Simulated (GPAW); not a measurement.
# GaAs (F-43m) in GPAW: a series of runs

The runs below take GaAs through band structure, with PBE, LDA, PBEsol.

All numbers are computed with GPAW 26.7.0; they aren't measurements. Logs are shortened: lines on timing, memory, paths and dates and some standing lists are left out, and cuts for length are marked. The log counts tension as positive stress, the text compression.

**What was measured.**

“Evidence of valence band perturbations in GaAsN/GaAs(001): A combined variable-angle spectroscopic ellipsometry and modulated photoreflectance investigation”, 2008, arxiv:0805.2212 reports, for a bulk crystal of GaAs at 300 K: band gap 1.412 ± 0.01 eV (direct); band gap 1.418 ± 0.005 eV (direct).

The runs below are set against these values where they give the same quantity.

## Step 1: Starting point

It takes space group F-43m (No. 216, cubic). The conventional cell has a = 5.654 Å, b = 5.654 Å, c = 5.654 Å, α = 90.00°, β = 90.00°, γ = 90.00°. Around As (site symmetry -43m) lie 4 Ga at 2.45 Å. Around Ga (site symmetry -43m) lie 4 As at 2.45 Å.

## Step 2: Band structure, PBE

Input file run.py:

```python
from ase.dft.bandgap import bandgap
from ase.io import read, write
from ase.units import Bohr, GPa
from gpaw import GPAW, PW
from gpaw.elf import elf_from_dft_calculation

atoms = read('GaAs.xyz')

calc = GPAW(mode=PW(600),
            xc='PBE',
            kpts={'size': (8, 8, 8), 'gamma': True},
            occupations={'name': 'fermi-dirac', 'width': 0.05},
            nbands=11,
            convergence={'density': 1e-05, 'energy': 1e-05},
            maxiter=150,
            txt='gpaw.txt')
atoms.calc = calc
energy = atoms.get_potential_energy()
forces = atoms.get_forces()
stress = atoms.get_stress()
calc.write('gs.gpw')
write('result.traj', atoms)
print(f'Energy: {energy:.6f} eV')
print('Forces (eV/A):')
print(forces.round(4))
print('Stress (GPa):', (stress / GPa).round(3))
print('Fermi level:', round(calc.get_fermi_level(), 4), 'eV')
print(f'Gap: {bandgap(calc)[0]:.4f} eV, direct: {bandgap(calc, direct=True)[0]:.4f} eV')

# fields on the real-space grid
write('density.cube', atoms, data=calc.get_pseudo_density() * Bohr**3)
write('potential.cube', atoms, data=calc.get_electrostatic_potential())
write('elf.cube', atoms, data=elf_from_dft_calculation(calc).data)

path = atoms.cell.bandpath('GXWKGLUWLK,UX', npoints=80, eps=1e-4)
bs_calc = calc.fixed_density(kpts=path, symmetry='off', nbands=21,
                             convergence={'bands': 'CBM+6.0', 'eigenstates': 1e-6}, txt='bands.txt')
bs = bs_calc.band_structure()
bs.write('bs.json')
print(f'Gap on the path: {bandgap(bs_calc)[0]:.4f} eV')
```

Input file GaAs.xyz:

```xyz
2
Lattice="0.0000000000 2.8268500000 2.8268500000 2.8268500000 0.0000000000 2.8268500000 2.8268500000 2.8268500000 0.0000000000" Properties=species:S:1:pos:R:3 pbc="T T T"
As     4.2402750000      4.2402750000      4.2402750000
Ga     0.0000000000      0.0000000000      0.0000000000
```

Potentials or basis: GPAW PAW data sets (gpaw-data 1.2.1), pw.

On the command line:

```console
> OMP_NUM_THREADS=1 python run.py
```

gpaw.txt:

```text
__  _  _
 | _ |_)|_||  |
 |__||  | ||/\| - 26.7.0

Input parameters:
  mode=PW(ecut=600.0),
  convergence={'density': 1e-05, 'energy': 1e-05},
  kpts=MonkhorstPack(size=(8, 8, 8), gamma=True),
  maxiter=150,
  nbands=11,
  occupations=Occupations(name='fermi-dirac', width=0.05),
  xc=XC(name='PBE')

Diagonalizing LCAO Hamiltonian
Converting LCAO to pw mode

                    As

       Ga

Atoms  # Å, Bohr magnetons
|   | symbol |        x |        y |        z |    initial magnetic moments |
|---|--------|----------|----------|----------|-----------------------------|
| 0 |     As | 4.240275 | 4.240275 | 4.240275 | ( 0.0000,  0.0000,  0.0000) |
| 1 |     Ga | 0.000000 | 0.000000 | 0.000000 | ( 0.0000,  0.0000,  0.0000) |

Unit cell  # Å
| periodic |        x |        y |        z |  lengths |    angles |
|----------|----------|----------|----------|----------|-----------|
|      yes | 0.000000 | 2.826850 | 2.826850 | 3.997770 | 60.000000 |
|      yes | 2.826850 | 0.000000 | 2.826850 | 3.997770 | 60.000000 |
|      yes | 2.826850 | 2.826850 | 0.000000 | 3.997770 | 60.000000 |

Number of symmetries: 24
Symmetry operations  # r_c * U_cc + t_c -> r_c
|    | kind |            matrix            |
|----|------|------------------------------|
|  0 |  E   |  1, 0, 0,  0, 1, 0,  0, 0, 1 |
|  1 |  σ   |  1, 0, 0,  0, 0, 1,  0, 1, 0 |
|  2 |  σ   |  1, 0,-1,  0, 1,-1,  0, 0,-1 |
|  3 |  C3  |  1, 0,-1,  0, 0,-1,  0, 1,-1 |
|  4 |  C3  |  1,-1, 0,  0,-1, 1,  0,-1, 0 |
|  5 |  σ   |  1,-1, 0,  0,-1, 0,  0,-1, 1 |
|  6 |  σ   |  0, 1, 0,  1, 0, 0,  0, 0, 1 |
|  7 |  C3  |  0, 1, 0,  0, 0, 1,  1, 0, 0 |
|  8 |  C2  |  0, 1,-1,  1, 0,-1,  0, 0,-1 |
|  9 |  S4  |  0, 1,-1,  0, 0,-1,  1, 0,-1 |
| 10 |  C3  |  0, 0, 1,  1, 0, 0,  0, 1, 0 |
| 11 |  σ   |  0, 0, 1,  0, 1, 0,  1, 0, 0 |
| 12 |  S4  |  0, 0,-1,  1, 0,-1,  0, 1,-1 |
| 13 |  C3  |  0, 0,-1,  0, 1,-1,  1, 0,-1 |
| 14 |  S4  |  0,-1, 1,  1,-1, 0,  0,-1, 0 |
| 15 |  C2  |  0,-1, 1,  0,-1, 0,  1,-1, 0 |
| 16 |  C3  |  0,-1, 0,  1,-1, 0,  0,-1, 1 |
| 17 |  S4  |  0,-1, 0,  0,-1, 1,  1,-1, 0 |
| 18 |  S4  | -1, 1, 0, -1, 0, 1, -1, 0, 0 |
| 19 |  C3  | -1, 1, 0, -1, 0, 0, -1, 0, 1 |
| 20 |  C3  | -1, 0, 1, -1, 1, 0, -1, 0, 0 |
| 21 |  S4  | -1, 0, 1, -1, 0, 0, -1, 1, 0 |
| 22 |  σ   | -1, 0, 0, -1, 1, 0, -1, 0, 1 |
| 23 |  C2  | -1, 0, 0, -1, 0, 1, -1, 1, 0 |

BZ-sampling:
  Number of BZ points: 512
  Number of IBZ points: 29

  Monkhorst-Pack size: [8, 8, 8]
  Monkhorst-Pack shift: [0.0625, 0.0625, 0.0625]

K-points  # in reciprocal-cell coordinates
|     |                                coordinates |     weight |
|-----|--------------------------------------------|------------|
|   0 | (  0.00000000,   0.00000000,   0.00000000) | 0.00195312 |
|   1 | (  0.12500000,   0.12500000,   0.00000000) | 0.01171875 |
|   2 | (  0.12500000,   0.12500000,   0.12500000) | 0.01562500 |
|   3 | (  0.25000000,   0.12500000,   0.12500000) | 0.02343750 |
|   4 | (  0.25000000,   0.25000000,   0.00000000) | 0.01171875 |
|   5 | (  0.25000000,   0.25000000,   0.12500000) | 0.04687500 |
|   6 | (  0.25000000,   0.25000000,   0.25000000) | 0.01562500 |
|   7 | (  0.37500000,   0.25000000,  -0.37500000) | 0.04687500 |
|   8 | (  0.37500000,   0.25000000,   0.12500000) | 0.04687500 |
|   9 | (  0.37500000,   0.25000000,   0.25000000) | 0.04687500 |
| ... |                                            |            |
|  28 | (  0.50000000,   0.50000000,   0.50000000) | 0.00781250 |

Plane wave coefficients: 1540
Cutoff: 600.0 eV

Spin-components: 1 (collinear spins)
Bands:           11
Projectors:      10
Spin-degeneracy: 2
Datatype:        complex128

Parallelization:
  kpt:    1
  domain: 1
  band:   1

Density:
  Valence electrons: 8.0
  Components: 1
  Grid points: [24 24 24]
  Charge: 0.0  # |e|

Potential:
  Grid points: [24 24 24]

species:
  As:
    name:    Arsenic
    Z:       33.0
    valence: 5
    core:    28
    charge:  0.0  # [|e|]
    compensation charges:
      type: gauss
      rc: 0.33  # [Å]
      lmax: 2
    cutoffs:
      filter: 1.87  # [Å]
      core: 2.96  # [Å]
    projectors
    | kind |    occ | energy [eV] | rcut [Å] |
    |------|--------|-------------|----------|
    |   4s |  2.000 |     -14.487 |    1.058 |
    |   4p |  3.000 |      -5.196 |    1.058 |
    |    s |        |      12.725 |    1.058 |
    |    p |        |      22.016 |    1.058 |
    |    d |        |       0.000 |    1.058 |

    Using partial waves for As as LCAO basis

  Ga:
    name:    Gallium
    Z:       31.0
    valence: 3
    core:    28
    charge:  0.0  # [|e|]
    compensation charges:
      type: gauss
      rc: 0.37  # [Å]
      lmax: 2
    cutoffs:
      filter: 2.06  # [Å]
      core: 4.17  # [Å]
    projectors
    | kind |    occ | energy [eV] | rcut [Å] |
    |------|--------|-------------|----------|
    |   4s |  2.000 |      -8.945 |    1.164 |
    |   4p |  1.000 |      -2.580 |    1.164 |
    |    s |        |      18.266 |    1.164 |
    |    p |        |      24.631 |    1.164 |
    |    d |        |       0.000 |    1.164 |

    Using partial waves for Ga as LCAO basis

Reference energy: -114387.645129  # eV

eigensolver:
  PPCG
  Converge bands: occupied
  niter=2

density mixing:
  MSR1-Mixer
  Pratt-step length: 0.05
  Maximum mixing coefficient: 0.75
  Old densities: 10
  SVD Regularization: 0.005
  Good broyden scale: 1.0
  Trust region scale: 1.0
  Backstep threshold: 4.0
  History deletion threshold: 6.0
  Fourier metric: weight=20.0, sigma=0.015

occupation numbers:
  Fermi-Dirac:
    width: 0.0500  # eV

poisson solver:
  ecut: 4800.0  # eV

xc functional:
  name: PBE with 2 nearest neighbor stencil

convergence criteria:
- Maximum integral of absolute [dens]ity change: 1e-05 electrons / valence electron
- Maximum [total energy] change in last 3 cyles: 1e-05 eV / valence electron
- Maximum integral of absolute [eigenst]ate change: 4e-08 eV^2 / valence electron
maximum number of iterations: 150

SCF iterations
|iter     | |      energy | eigst |  dens |
|---------|-|-------------|-------|-------|
|iter:   1| |   -8.317123 | -0.65 |       |
|iter:   2| |   -8.299839 | -3.03 | -0.89 |
|iter:   3| |   -8.227213 | -2.22 | -0.92 |
|iter:   4| |   -8.228986 | -3.81 | -1.52 |
|iter:   5| |   -8.229238 | -4.71 | -2.05 |
|iter:   6| |   -8.229255 | -6.03 | -2.81 |
|iter:   7| |   -8.229255c| -7.48c| -3.55 |
|iter:   8| |   -8.229255c| -8.54c| -4.10 |
|iter:   9| |   -8.229255c| -9.27c| -5.40c|

Converged in 9 steps
Energy contributions relative to reference atoms: (reference = -114387.645129)

Energy contributions:
  Kinetic:          26.967265
  Coulomb:         -23.857427
  Zero:              0.019553
  External:          0.000000
  Xc:              -11.358639
  Entropy:          -0.000014
  Spinorbit:         0.000000
  ----------------------------
  Free energy:      -8.229262
  Extrapolated:     -8.229255

dipole moment: (-10.964928, -10.964928, -10.964928)  # |e|*Ang

Fermi level: 5.244
Eigenvalues  # (at kpt = [0.000, 0.000, 0.000])
| band index |      eig [eV] | occ [0-2] |
|------------|---------------|-----------|
|          0 |        -7.775 |     2.000 |
|          1 |         4.921 |     1.997 |
|          2 |         4.921 |     1.997 |
|          3 |         4.921 |     1.997 |
|          4 |         5.508 |     0.010 |
|          5 |         8.695 |     0.000 |
|          6 |         8.695 |     0.000 |
|          7 |         8.695 |     0.000 |
|          8 |        12.577 |     0.000 |
|          9 |        15.009 |     0.000 |
|         10 |        15.009 |     0.000 |

Gap: 0.587 eV
Transition (v -> c):
  (s=0, k=0, n=3, [0.00, 0.00, 0.00]) -> (s=0, k=0, n=4, [0.00, 0.00, 0.00])
No difference between direct/indirect transitions

Forces  # eV/Ang
|       x |       y |       z |
|---------|---------|---------|
| 0.00000 | 0.00000 | 0.00000 |  # As   0
| 0.00000 | 0.00000 | 0.00000 |  # Ga   1

Stress tensor  # eV/Ang^3
|         x |         y |         z |
|-----------|-----------|-----------|
| -0.027057 |  0.000000 | -0.000000 |
|  0.000000 | -0.027057 |  0.000000 |
| -0.000000 |  0.000000 | -0.027057 |

# Writing to gs.gpw (mode='')
```

Wall time 24 s (1 thread of Arm Neoverse V2, shared host); peak memory 0.23 GiB.

What came out:

```
Free energy             : -8.2293 eV
Pressure                : 4.3 GPa
Band gap on the k mesh  : 0.59 eV, direct
Band gap along the path : 0.59 eV, direct
```

Levels at the corners of the path, in eV from the valence-band top:
| point | band 1 | band 2 | band 3 | band 4 | band 5 | band 6 | band 7 | band 8 |
| --- | --- | --- | --- | --- | --- | --- | --- | --- |
| Γ | -12.70 | 0.00 | 0.00 | 0.00 | 0.59 | 3.77 | 3.77 | 3.77 |
| X | -10.34 | -6.79 | -2.66 | -2.66 | 1.48 | 1.68 | 10.22 | 10.22 |
| W | -10.30 | -6.59 | -3.54 | -3.33 | 4.67 | 4.75 | 5.46 | 6.08 |
| K | -10.39 | -6.59 | -3.85 | -2.25 | 1.98 | 4.68 | 8.01 | 8.11 |
| Γ | -12.70 | 0.00 | 0.00 | 0.00 | 0.59 | 3.77 | 3.77 | 3.77 |
| L | -11.06 | -6.61 | -1.13 | -1.13 | 1.05 | 4.67 | 4.67 | 7.79 |
| U | -10.39 | -6.59 | -3.85 | -2.25 | 1.98 | 4.68 | 8.01 | 8.11 |
| W | -10.30 | -6.59 | -3.54 | -3.33 | 4.67 | 4.75 | 5.46 | 6.08 |
| L | -11.06 | -6.61 | -1.13 | -1.13 | 1.05 | 4.67 | 4.67 | 7.79 |
| K | -10.39 | -6.59 | -3.85 | -2.25 | 1.98 | 4.68 | 8.01 | 8.11 |
| U | -10.39 | -6.59 | -3.85 | -2.25 | 1.98 | 4.68 | 8.01 | 8.11 |
| X | -10.34 | -6.79 | -2.66 | -2.66 | 1.48 | 1.68 | 10.22 | 10.22 |

## Step 3: Band structure, PBE, spin-orbit coupling, no magnetisation

Input file run.py:

```python
import numpy as np
from ase.dft.bandgap import bandgap
from ase.io import read, write
from ase.units import GPa
from gpaw import GPAW, PW
from gpaw.spinorbit import soc_eigenstates

atoms = read('POSCAR')

calc = GPAW(mode=PW(600),
            xc='PBE',
            kpts={'size': (6, 6, 6), 'gamma': True},
            occupations={'name': 'fermi-dirac', 'width': 0.05},
            nbands=11,
            convergence={'density': 1e-05, 'energy': 1e-05},
            maxiter=150,
            txt='gpaw.txt')
atoms.calc = calc
energy = atoms.get_potential_energy()
forces = atoms.get_forces()
stress = atoms.get_stress()
calc.write('gs.gpw')
write('result.traj', atoms)
print(f'Energy: {energy:.6f} eV')
print('Forces (eV/A):')
print(forces.round(4))
print('Stress (GPa):', (stress / GPa).round(3))
print('Fermi level:', round(calc.get_fermi_level(), 4), 'eV')
print(f'Gap: {bandgap(calc)[0]:.4f} eV, direct: {bandgap(calc, direct=True)[0]:.4f} eV')

path = atoms.cell.bandpath('GXWKGLUWLK,UX', npoints=60, eps=1e-4)
bs_calc = calc.fixed_density(kpts=path, symmetry='off', nbands=21,
                             convergence={'bands': 'CBM+6.0', 'eigenstates': 1e-6}, txt='bands.txt')
bs = bs_calc.band_structure()
bs.write('bs.json')
print(f'Gap on the path: {bandgap(bs_calc)[0]:.4f} eV')

soc = soc_eigenstates(bs_calc, theta=0, phi=0)
np.savetxt('soc_bands.dat', soc.eigenvalues(), fmt='%.4f')
mesh = soc_eigenstates('gs.gpw', theta=0, phi=0)
np.savetxt('soc_mesh.dat', mesh.eigenvalues(), fmt='%.4f')
print('Fermi level with spin-orbit coupling:', round(mesh.fermi_level, 4), 'eV')
```

Input file POSCAR:

```
GaAs
1.0
    0.0000000000      2.8268500000      2.8268500000
    2.8268500000      0.0000000000      2.8268500000
    2.8268500000      2.8268500000      0.0000000000
As Ga
1 1
Direct
    0.7500000000      0.7500000000      0.7500000000
    0.0000000000      0.0000000000      0.0000000000
```

Potentials or basis: GPAW PAW data sets (gpaw-data 1.2.1), pw.

On the command line:

```console
> OMP_NUM_THREADS=1 python run.py
```

gpaw.txt:

```text
__  _  _
 | _ |_)|_||  |
 |__||  | ||/\| - 26.7.0

Input parameters:
  mode=PW(ecut=600.0),
  convergence={'density': 1e-05, 'energy': 1e-05},
  kpts=MonkhorstPack(size=(6, 6, 6), gamma=True),
  maxiter=150,
  nbands=11,
  occupations=Occupations(name='fermi-dirac', width=0.05),
  xc=XC(name='PBE')

Diagonalizing LCAO Hamiltonian
Converting LCAO to pw mode

                    As

       Ga

Atoms  # Å, Bohr magnetons
|   | symbol |        x |        y |        z |    initial magnetic moments |
|---|--------|----------|----------|----------|-----------------------------|
| 0 |     As | 4.240275 | 4.240275 | 4.240275 | ( 0.0000,  0.0000,  0.0000) |
| 1 |     Ga | 0.000000 | 0.000000 | 0.000000 | ( 0.0000,  0.0000,  0.0000) |

Unit cell  # Å
| periodic |        x |        y |        z |  lengths |    angles |
|----------|----------|----------|----------|----------|-----------|
|      yes | 0.000000 | 2.826850 | 2.826850 | 3.997770 | 60.000000 |
|      yes | 2.826850 | 0.000000 | 2.826850 | 3.997770 | 60.000000 |
|      yes | 2.826850 | 2.826850 | 0.000000 | 3.997770 | 60.000000 |

Number of symmetries: 24
Symmetry operations  # r_c * U_cc + t_c -> r_c
|    | kind |            matrix            |
|----|------|------------------------------|
|  0 |  E   |  1, 0, 0,  0, 1, 0,  0, 0, 1 |
|  1 |  σ   |  1, 0, 0,  0, 0, 1,  0, 1, 0 |
|  2 |  σ   |  1, 0,-1,  0, 1,-1,  0, 0,-1 |
|  3 |  C3  |  1, 0,-1,  0, 0,-1,  0, 1,-1 |
|  4 |  C3  |  1,-1, 0,  0,-1, 1,  0,-1, 0 |
|  5 |  σ   |  1,-1, 0,  0,-1, 0,  0,-1, 1 |
|  6 |  σ   |  0, 1, 0,  1, 0, 0,  0, 0, 1 |
|  7 |  C3  |  0, 1, 0,  0, 0, 1,  1, 0, 0 |
|  8 |  C2  |  0, 1,-1,  1, 0,-1,  0, 0,-1 |
[... 144 lines left out ...]
maximum number of iterations: 150

SCF iterations
|iter     | |      energy | eigst |  dens |
|---------|-|-------------|-------|-------|
|iter:   1| |   -8.300323 | -0.65 |       |
|iter:   2| |   -8.282423 | -3.03 | -0.89 |
|iter:   3| |   -8.207276 | -2.21 | -0.92 |
|iter:   4| |   -8.209105 | -3.80 | -1.52 |
|iter:   5| |   -8.209368 | -4.70 | -2.04 |
|iter:   6| |   -8.209385 | -6.02 | -2.81 |
|iter:   7| |   -8.209386c| -7.49c| -3.55 |
|iter:   8| |   -8.209386c| -8.53c| -4.09 |
|iter:   9| |   -8.209386c| -9.27c| -5.40c|

Converged in 9 steps
Energy contributions relative to reference atoms: (reference = -114387.645129)

Energy contributions:
  Kinetic:          26.927552
  Coulomb:         -23.780267
  Zero:              0.019759
  External:          0.000000
  Xc:              -11.376414
  Entropy:          -0.000032
  Spinorbit:         0.000000
  ----------------------------
  Free energy:      -8.209402
  Extrapolated:     -8.209386

dipole moment: (-10.968301, -10.968301, -10.968301)  # |e|*Ang

Fermi level: 5.249
Eigenvalues  # (at kpt = [0.000, 0.000, 0.000])
| band index |      eig [eV] | occ [0-2] |
|------------|---------------|-----------|
|          0 |        -7.768 |     2.000 |
|          1 |         4.929 |     1.997 |
|          2 |         4.929 |     1.997 |
|          3 |         4.929 |     1.997 |
|          4 |         5.513 |     0.010 |
|          5 |         8.697 |     0.000 |
|          6 |         8.697 |     0.000 |
|          7 |         8.697 |     0.000 |
|          8 |        12.583 |     0.000 |
|          9 |        15.011 |     0.000 |
|         10 |        15.012 |     0.000 |

Gap: 0.584 eV
Transition (v -> c):
  (s=0, k=0, n=3, [0.00, 0.00, 0.00]) -> (s=0, k=0, n=4, [0.00, 0.00, 0.00])
No difference between direct/indirect transitions

Forces  # eV/Ang
|        x |       y |        z |
|----------|---------|----------|
| -0.00000 | 0.00000 |  0.00000 |  # As   0
| -0.00000 | 0.00000 | -0.00000 |  # Ga   1

Stress tensor  # eV/Ang^3
|         x |         y |         z |
|-----------|-----------|-----------|
| -0.027020 | -0.000000 | -0.000000 |
| -0.000000 | -0.027020 | -0.000000 |
| -0.000000 | -0.000000 | -0.027020 |

# Writing to gs.gpw (mode='')
```

Wall time 17 s (1 thread of Arm Neoverse V2, shared host); peak memory 0.22 GiB.

Results:

```
Free energy             : -8.2094 eV
Pressure                : 4.3 GPa
Band gap on the k mesh  : 0.47 eV, direct
Band gap along the path : 0.47 eV, direct
```

Levels at the corners of the path, in eV from the valence-band top:
| point | band 5 | band 6 | band 7 | band 8 | band 9 | band 10 | band 11 | band 12 |
| --- | --- | --- | --- | --- | --- | --- | --- | --- |
| Γ | 0.00 | 0.00 | 0.00 | 0.00 | 0.47 | 0.47 | 3.52 | 3.52 |
| X | -2.83 | -2.83 | -2.74 | -2.74 | 1.35 | 1.35 | 1.56 | 1.56 |
| W | -3.73 | -3.60 | -3.46 | -3.42 | 4.43 | 4.63 | 4.63 | 4.67 |
| K | -4.01 | -3.95 | -2.37 | -2.37 | 1.86 | 1.86 | 4.52 | 4.59 |
| Γ | 0.00 | 0.00 | 0.00 | 0.00 | 0.47 | 0.47 | 3.52 | 3.52 |
| L | -1.36 | -1.36 | -1.15 | -1.15 | 0.92 | 0.92 | 4.51 | 4.51 |
| U | -4.01 | -3.95 | -2.37 | -2.37 | 1.86 | 1.86 | 4.52 | 4.59 |
| W | -3.73 | -3.60 | -3.46 | -3.42 | 4.43 | 4.63 | 4.63 | 4.67 |
| L | -1.36 | -1.36 | -1.15 | -1.15 | 0.92 | 0.92 | 4.51 | 4.51 |
| K | -4.01 | -3.95 | -2.37 | -2.37 | 1.86 | 1.86 | 4.52 | 4.59 |
| U | -4.01 | -3.95 | -2.37 | -2.37 | 1.86 | 1.86 | 4.52 | 4.59 |
| X | -2.83 | -2.83 | -2.74 | -2.74 | 1.35 | 1.35 | 1.56 | 1.56 |

Caveat: spin-orbit coupling was added after a scalar SCF, so levels and gaps hold it while energy, forces, pressure and moments don't; this program's spin-orbit splittings come out too wide for heavy elements.

(Part 1 of 2 ends here.)
